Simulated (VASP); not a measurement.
# SnSe (Pm-3m) in VASP: notebook

The runs below take SnSe through relaxation of the atoms, with r2SCAN.

Everything below comes from runs of VASP 6.6.1. Logs are shortened: lines on timing, memory, paths and dates and some standing lists are left out, and cuts for length are marked.

## 1. Starting point

It takes space group Pm-3m (No. 221, cubic). The conventional cell has a = 3.670 Å, b = 3.670 Å, c = 3.670 Å, α = 90.00°, β = 90.00°, γ = 90.00°. Sn (site symmetry m-3m) is surrounded by 8 Se at 3.18 Å. Se (site symmetry m-3m) has 8 Sn at 3.18 Å as nearest neighbours.

Measurements of this composition are mostly on another form, of space group No. 62.

## 2. Relaxation of the atoms, r2SCAN (a relaxed cell with its volume scaled by 0.98)

Input file INCAR:

```
ALGO = Normal
EDIFF = 1E-7
EDIFFG = -0.01
ENCUT = 600
IBRION = 2
ISIF = 2
ISMEAR = 0
LASPH = True
LCHARG = False
LMIXTAU = True
LREAL = False
LWAVE = False
METAGGA = R2SCAN
NELM = 80
NSW = 40
PREC = Accurate
SIGMA = 0.03
```

Input file KPOINTS:

```
k-points
0
Gamma
  8 8 8
```

Input file POSCAR:

```
SnSe                                    
1.0
    3.6456271521      0.0000000000     -0.0000000000
    0.0000000000      3.6456271521     -0.0000000000
    0.0000000000     -0.0000000000      3.6456271521
  Sn              Se            
     1     1
Direct
     0.5000000000000000    0.5000000000000000    0.5000000000000000
     0.0000000000000000    0.0000000000000000    0.0000000000000000
```

Potentials or basis: VASP PAW PBE potentials, release 64 (Sn_d, Se).

On the command line:

```console
> cat potpaw_PBE.64/Sn_d/POTCAR potpaw_PBE.64/Se/POTCAR > POTCAR
> mpirun -np 1 vasp_std > vasp.out
```

OUTCAR:

```text
EDIFF = 1E-7
   EDIFFG = -0.01
   ENCUT = 600
   IBRION = 2
   ISIF = 2
   ISMEAR = 0
   LASPH = True
   LREAL = False
   METAGGA = R2SCAN
   NELM = 80
   NSW = 40
   PREC = Accurate

 ion  position               nearest neighbor table
   1  0.500  0.500  0.500-   2 3.16   2 3.16   2 3.16   2 3.16   2 3.16   2 3.16   2 3.16   2 3.16

   2  0.000  0.000  0.000-   1 3.16   1 3.16   1 3.16   1 3.16   1 3.16   1 3.16   1 3.16   1 3.16

  LATTYP: Found a simple cubic cell.
 ALAT       =     3.6456271521

  Lattice vectors:

 A1 = (   3.6456271521,   0.0000000000,   0.0000000000)
 A2 = (   0.0000000000,   3.6456271521,   0.0000000000)
 A3 = (   0.0000000000,   0.0000000000,   3.6456271521)

Analysis of symmetry for initial positions (statically):
=====================================================================
 Subroutine PRICEL returns:
 Original cell was already a primitive cell.

 Routine SETGRP: Setting up the symmetry group for a
 simple cubic supercell.

 Subroutine GETGRP returns: Found 48 space group operations
 (whereof 48 operations were pure point group operations)
 out of a pool of 48 trial point group operations.

The static configuration has the point symmetry O_h .

Analysis of symmetry for dynamics (positions and initial velocities):
=====================================================================
 Subroutine PRICEL returns:
 Original cell was already a primitive cell.

 Routine SETGRP: Setting up the symmetry group for a
 simple cubic supercell.

 Subroutine GETGRP returns: Found 48 space group operations
 (whereof 48 operations were pure point group operations)
 out of a pool of 48 trial point group operations.

The dynamic configuration has the point symmetry O_h .

 Subroutine INISYM returns: Found 48 space group operations
 (whereof 48 operations are pure point group operations),
 and found     1 'primitive' translations

----------------------------------------------------------------------------------------

                                     Primitive cell

  volume of cell :      48.4526

  direct lattice vectors                    reciprocal lattice vectors
     3.645627152  0.000000000  0.000000000     0.274301227  0.000000000  0.000000000
     0.000000000  3.645627152  0.000000000     0.000000000  0.274301227  0.000000000
     0.000000000  0.000000000  3.645627152     0.000000000  0.000000000  0.274301227

  length of vectors
[... 95 lines left out ...]
   EMIN   =  10.00;   EMAX   =-10.00  energy-range for DOS
   EFERMI =   0.00;   METHOD = LEGACY
   ISMEAR =     0;   SIGMA  =   0.03  broadening in eV -4-tet -1-fermi 0-gaus
   EFERMI_NEDOS =   21; number of points for ismear=-14 and -15
   IALGO  =     38    algorithm
   IMIX   =      4    mixing-type and parameters
     AMIX     =   0.40;   BMIX     =  1.00
     AMIX_MAG =   1.60;   BMIX_MAG =  1.00
  volume/ion in A,a.u.               =      24.23       163.49
  Fermi-wavevector in a.u.,A,eV,Ry     =   1.218931  2.303446 20.215450  1.485794
  Thomas-Fermi vector in A             =   2.354201
   LORBIT       =      0    0 simple, 1 ext, 2 COOP (PROOUT), +10 PAW based schemes
   METAGGA = R2SCAN    functional components
   LHFCALC =     F    Hartree Fock is set to
   AEXX    =    0.0000 exact exchange contribution
   IVDW    =     0    specifies the selected vdW correction
   LEPSILON=     F    determine dielectric tensor
   LRPA    =     F    only Hartree local field effects (RPA)
 conjugate gradient relaxation of ions
 non-spin polarized calculation
 Gauss-broadening in eV      SIGMA  =   0.03
  energy-cutoff  :      600.00
  volume of cell :       48.45
 maximum number of plane-waves:      1647
 NGX is ok and might be reduce to    30
   NGX = 15   NGY = 15   NGZ = 15

 number of electron      20.0000000 magnetization

 Free energy of the ion-electron system (eV)
  ---------------------------------------------------
  ext. energy  EPLUGINS =         0.00000000
  ---------------------------------------------------
  free energy    TOTEN  =       -39.27349201 eV

  energy without entropy =      -39.27286004  energy(sigma->0) =      -39.27317603

 E-fermi :   6.4182     XC(G=0): -10.9071

 val. band max:        6.4038512629   @ k =   0.3750   0.1250   0.0000
 cond. band min:       6.5995031073   @ k =   0.3750   0.3750   0.3750
 fundamental gap:      0.1956518445
 Fermi energy:         6.4181593511

 k-point     1 :       0.0000    0.0000    0.0000
  band No.  band energies     occupation
      1     -15.9340      2.00000
      2     -15.9340      2.00000
      3     -15.8514      2.00000
      4     -15.8514      2.00000
      5     -15.8514      2.00000
      6      -8.0181      2.00000
      7       0.7185      2.00000
      8       4.3134      2.00000
      9       4.3134      2.00000
     10       4.3134      2.00000
     11      11.2823      0.00000
     12      11.2823      0.00000
     13      12.9762      0.00000
     14      12.9762      0.00000
[... 377 lines left out ...]
      1     -15.9043      2.00000
      2     -15.8910      2.00000
      3     -15.8748      2.00000
      4     -15.8709      2.00000
      5     -15.8375      2.00000
      6      -6.2165      2.00000
      7      -0.5551      2.00000
      8       1.6764      2.00000
      9       2.4603      2.00000
     10       5.3905      2.00000
     11       8.9513      0.00000
     12       9.8246      0.00000
     13      11.0612      0.00000
     14      14.6223      0.00000

 [... further k-points ...]

------------------------ aborting loop because EDIFF is reached ----------------------------------------

  FORCE on cell =-STRESS in cart. coord.  units (eV):
  Direction    XX          YY          ZZ          XY          YZ          ZX
  --------------------------------------------------------------------------------------
  -------------------------------------------------------------------------------------
  Total        0.3766202      0.3766202      0.3766202      0.0000000      0.0000000     -0.0000000
  in kB       12.4536722     12.4536722     12.4536722      0.0000000      0.0000000     -0.0000000
  external PRESSURE =      12.4536722 kB  Pullay stress =       0.0000000 kB

 VOLUME and BASIS-vectors are now :
 -----------------------------------------------------------------------------
  energy-cutoff  :      600.00
  volume of cell :       48.45
      direct lattice vectors                 reciprocal lattice vectors
     3.645627152  0.000000000  0.000000000     0.274301227  0.000000000  0.000000000
     0.000000000  3.645627152  0.000000000     0.000000000  0.274301227  0.000000000
     0.000000000  0.000000000  3.645627152     0.000000000  0.000000000  0.274301227

 POSITION                                       TOTAL-FORCE (eV/Angst)
 -----------------------------------------------------------------------------------
      1.82281      1.82281      1.82281         0.000000      0.000000      0.000000
      0.00000      0.00000      0.00000         0.000000      0.000000      0.000000
 -----------------------------------------------------------------------------------
    total drift:                                0.000000      0.000000      0.000000

  FREE ENERGIE OF THE ION-ELECTRON SYSTEM (eV)
  ---------------------------------------------------
  free  energy   TOTEN  =       -39.2734920123 eV

  energy  without entropy=      -39.2728600380  energy(sigma->0) =      -39.27317603

 reached required accuracy - stopping structural energy minimisation
```

OSZICAR:

```text
N       E                     dE             d eps       ncg     rms          rms(c)
DAV:   1     0.948837558654E+02    0.94884E+02   -0.11721E+04   998   0.212E+03
DAV:   2    -0.311347182141E+02   -0.12602E+03   -0.12395E+03  1058   0.435E+02
DAV:   3    -0.424814358008E+02   -0.11347E+02   -0.11041E+02  1256   0.102E+02
DAV:   4    -0.427692672877E+02   -0.28783E+00   -0.28590E+00  1094   0.177E+01
DAV:   5    -0.427762465994E+02   -0.69793E-02   -0.69793E-02  1366   0.291E+00    0.349E+00
DAV:   6    -0.391104317597E+02    0.36658E+01   -0.15492E+00  1196   0.193E+01    0.245E+00
DAV:   7    -0.391680936763E+02   -0.57662E-01   -0.58299E-01  1028   0.843E+00    0.108E+00
DAV:   8    -0.392339408819E+02   -0.65847E-01   -0.44135E-01   986   0.537E+00    0.592E-01
DAV:   9    -0.392503937383E+02   -0.16453E-01   -0.36723E-02  1124   0.141E+00    0.395E-01
DAV:  10    -0.392727986292E+02   -0.22405E-01   -0.47049E-02   986   0.191E+00    0.963E-02
DAV:  11    -0.392728199581E+02   -0.21329E-04   -0.49274E-03  1040   0.688E-01    0.853E-02
DAV:  12    -0.392734252408E+02   -0.60528E-03   -0.79258E-04  1100   0.318E-01    0.444E-02
DAV:  13    -0.392734576454E+02   -0.32405E-04   -0.30471E-04  1034   0.178E-01    0.284E-02
DAV:  14    -0.392734900963E+02   -0.32451E-04   -0.57254E-05  1064   0.851E-02    0.797E-03
DAV:  15    -0.392734865850E+02    0.35113E-05   -0.18765E-05  1052   0.432E-02    0.442E-03
DAV:  16    -0.392734918792E+02   -0.52942E-05   -0.58685E-06  1088   0.375E-02    0.278E-03
DAV:  17    -0.392734920147E+02   -0.13546E-06   -0.11267E-06  1124   0.991E-03    0.964E-04
DAV:  18    -0.392734920123E+02    0.23956E-08   -0.13877E-07   850   0.336E-03
   1 F= -.39273492E+02 E0= -.39273176E+02  d E =-.392735E+02
```

It took 76 s on 1 thread of Intel Xeon Platinum 8488C (Sapphire Rapids), shared host; peak memory 0.19 GiB.

Results:

- Free energy: -39.2735 eV
- Pressure after relaxing: 1.2 GPa
- Band gap on the k mesh: none (metal or under the smearing width)

Final structure:
```xyz
2
Lattice="3.6456 0.0000 0.0000 0.0000 3.6456 0.0000 0.0000 0.0000 3.6456" Properties=species:S:1:pos:R:3 pbc="T T T"
Sn    1.8228    1.8228    1.8228
Se    0.0000    0.0000    0.0000
```

Caveat: the relaxation stopped at its first step, so nothing moved; the PAW data sets were made with another functional, which shifts forces and pressure a little.

## 3. Relaxation of the atoms, r2SCAN

INCAR is that of step 2.

KPOINTS is that of step 2.

Input file POSCAR:

```
SnSe                                    
1.0
    3.6702605152      0.0000000000     -0.0000000000
    0.0000000000      3.6702605152     -0.0000000000
    0.0000000000     -0.0000000000      3.6702605152
  Sn              Se            
     1     1
Direct
     0.5000000000000000    0.5000000000000000    0.5000000000000000
     0.0000000000000000    0.0000000000000000    0.0000000000000000
```

Potentials or basis: VASP PAW PBE potentials, release 64 (Sn_d, Se).

On the command line:

```console
> cat potpaw_PBE.64/Sn_d/POTCAR potpaw_PBE.64/Se/POTCAR > POTCAR
> mpirun -np 1 vasp_std > vasp.out
```

Wall time 70 s (1 thread of Intel Xeon Platinum 8488C (Sapphire Rapids), shared host); peak memory 0.19 GiB.

Results (log left out):

```
Free energy             : -39.2774 eV
Pressure after relaxing : 0.0 GPa
Band gap on the k mesh  : none (metal or under the smearing width)
```

Final structure:
```xyz
2
Lattice="3.6703 0.0000 0.0000 0.0000 3.6703 0.0000 0.0000 0.0000 3.6703" Properties=species:S:1:pos:R:3 pbc="T T T"
Sn    1.8351    1.8351    1.8351
Se    0.0000    0.0000    0.0000
```

Levels at points of the mesh, in eV from the Fermi level:
| k point | band 6 | band 7 | band 8 | band 9 | band 10 | band 11 | band 12 | band 13 | band 14 |
| --- | --- | --- | --- | --- | --- | --- | --- | --- | --- |
| (0.00, 0.00, 0.00) | -14.25 | -5.72 | -2.01 | -2.01 | -2.01 | 4.95 | 4.95 | 6.44 | 6.44 |
| (0.50, 0.00, 0.00) | -13.20 | -8.61 | -0.68 | -0.68 | 0.22 | 0.54 | 3.29 | 3.29 | 7.02 |
| (0.50, 0.50, 0.00) | -12.47 | -6.20 | -5.16 | -5.16 | -0.25 | 4.46 | 4.46 | 4.99 | 7.16 |
| (0.50, 0.50, 0.50) | -12.06 | -4.57 | -3.11 | -3.11 | -3.11 | -0.96 | -0.96 | -0.96 | 15.06 |

Caveat: the relaxation stopped at its first step, so nothing moved; the PAW data sets were made with another functional, which shifts forces and pressure a little.

## 4. Relaxation of the atoms, r2SCAN (a relaxed cell with its volume scaled by 1.02)

INCAR is that of step 3.

KPOINTS is that of step 3.

Input file POSCAR:

```
SnSe                                    
1.0
    3.6945675846      0.0000000000     -0.0000000000
    0.0000000000      3.6945675846     -0.0000000000
    0.0000000000     -0.0000000000      3.6945675846
  Sn              Se            
     1     1
Direct
     0.5000000000000000    0.5000000000000000    0.5000000000000000
     0.0000000000000000    0.0000000000000000    0.0000000000000000
```

Potentials or basis: VASP PAW PBE potentials, release 64 (Sn_d, Se).

On the command line:

```console
> cat potpaw_PBE.64/Sn_d/POTCAR potpaw_PBE.64/Se/POTCAR > POTCAR
> mpirun -np 1 vasp_std > vasp.out
```

OUTCAR:

```text
EDIFF = 1E-7
   EDIFFG = -0.01
   ENCUT = 600
   IBRION = 2
   ISIF = 2
   ISMEAR = 0
   LASPH = True
   LREAL = False
   METAGGA = R2SCAN
   NELM = 80
   NSW = 40
   PREC = Accurate

 ion  position               nearest neighbor table
   1  0.500  0.500  0.500-   2 3.20   2 3.20   2 3.20   2 3.20   2 3.20   2 3.20   2 3.20   2 3.20

   2  0.000  0.000  0.000-   1 3.20   1 3.20   1 3.20   1 3.20   1 3.20   1 3.20   1 3.20   1 3.20

  LATTYP: Found a simple cubic cell.
[... 603 lines left out ...]

  FORCE on cell =-STRESS in cart. coord.  units (eV):
  Direction    XX          YY          ZZ          XY          YZ          ZX
  --------------------------------------------------------------------------------------
  -------------------------------------------------------------------------------------
  Total       -0.3221730     -0.3221730     -0.3221730      0.0000000      0.0000000     -0.0000000
  in kB      -10.2354959    -10.2354959    -10.2354959      0.0000000      0.0000000     -0.0000000
  external PRESSURE =     -10.2354959 kB  Pullay stress =       0.0000000 kB

 VOLUME and BASIS-vectors are now :
 -----------------------------------------------------------------------------
  energy-cutoff  :      600.00
  volume of cell :       50.43
      direct lattice vectors                 reciprocal lattice vectors
     3.694567585  0.000000000  0.000000000     0.270667670  0.000000000  0.000000000
     0.000000000  3.694567585  0.000000000     0.000000000  0.270667670  0.000000000
     0.000000000  0.000000000  3.694567585     0.000000000  0.000000000  0.270667670

 POSITION                                       TOTAL-FORCE (eV/Angst)
 -----------------------------------------------------------------------------------
      1.84728      1.84728      1.84728         0.000000      0.000000      0.000000
      0.00000      0.00000      0.00000         0.000000      0.000000      0.000000
 -----------------------------------------------------------------------------------
    total drift:                                0.000000      0.000000      0.000000

  FREE ENERGIE OF THE ION-ELECTRON SYSTEM (eV)
  ---------------------------------------------------
  free  energy   TOTEN  =       -39.2741555098 eV

  energy  without entropy=      -39.2734144994  energy(sigma->0) =      -39.27378500

 reached required accuracy - stopping structural energy minimisation
```

OSZICAR:

```text
N       E                     dE             d eps       ncg     rms          rms(c)
DAV:   1     0.977841517807E+02    0.97784E+02   -0.11638E+04   998   0.206E+03
DAV:   2    -0.306914977740E+02   -0.12848E+03   -0.12577E+03  1082   0.431E+02
DAV:   3    -0.425321616045E+02   -0.11841E+02   -0.11554E+02  1226   0.104E+02
[... 12 lines left out ...]
DAV:  16    -0.392741546875E+02   -0.10011E-04   -0.22693E-05  1070   0.632E-02    0.178E-03
DAV:  17    -0.392741552201E+02   -0.53266E-06   -0.11432E-06  1142   0.126E-02    0.131E-03
DAV:  18    -0.392741553835E+02   -0.16340E-06   -0.56503E-08   598   0.277E-03    0.101E-03
DAV:  19    -0.392741554889E+02   -0.10543E-06   -0.14207E-07   844   0.506E-03    0.492E-04
DAV:  20    -0.392741555098E+02   -0.20839E-07   -0.39450E-08   490   0.201E-03
   1 F= -.39274156E+02 E0= -.39273785E+02  d E =-.392742E+02
```

CONTCAR:

```text
SnSe
   1.00000000000000
     3.6945675846000001    0.0000000000000000    0.0000000000000000
     0.0000000000000000    3.6945675846000001    0.0000000000000000
     0.0000000000000000    0.0000000000000000    3.6945675846000001
  Sn              Se
     1     1
Direct
     0.5000000000000000    0.5000000000000000    0.5000000000000000
     0.0000000000000000    0.0000000000000000    0.0000000000000000

  0.00000000E+00  0.00000000E+00  0.00000000E+00
  0.00000000E+00  0.00000000E+00  0.00000000E+00
```

Run time: 84 s. Hardware: 1 thread of Intel Xeon Platinum 8488C (Sapphire Rapids), shared host; peak memory 0.19 GiB.

What came out:

| Quantity | Value |
| --- | --- |
| Free energy | -39.2742 eV |
| Pressure after relaxing | -1.0 GPa |
| Band gap on the k mesh | none (metal or under the smearing width) |

Final structure:
```yaml
crystal:
  lattice:
    - [3.69457, 0.00000, 0.00000]
    - [0.00000, 3.69457, 0.00000]
    - [0.00000, 0.00000, 3.69457]
  atoms:
    - { symbol: Sn, position: [0.50000, 0.50000, 0.50000] }
    - { symbol: Se, position: [0.00000, 0.00000, 0.00000] }
```

Caveat: the relaxation stopped at its first step, so nothing moved; the PAW data sets were made with another functional, which shifts forces and pressure a little.

## 5. Summary

| cell | gap on the mesh (eV) | pressure (GPa) |
| --- | --- | --- |
| atoms relaxed from: a relaxed cell with its volume scaled by 0.98 | none | 1.2 |
| atoms relaxed | none | 0.0 |
| atoms relaxed from: a relaxed cell with its volume scaled by 1.02 | none | -1.0 |

Alike in all rows: task relaxation of the atoms; level r2SCAN; potentials or basis VASP PAW PBE potentials, release 64 (Sn_d, Se); no spin polarisation; k mesh 8 × 8 × 8; cutoff (eV) 600; smearing gaussian 0.03 eV.

Caveats: the relaxation stopped at its first step, so nothing moved; the PAW data sets were made with another functional, which shifts forces and pressure a little.

Total energies depend on the potentials used, so only differences within one code and one set of settings carry meaning.
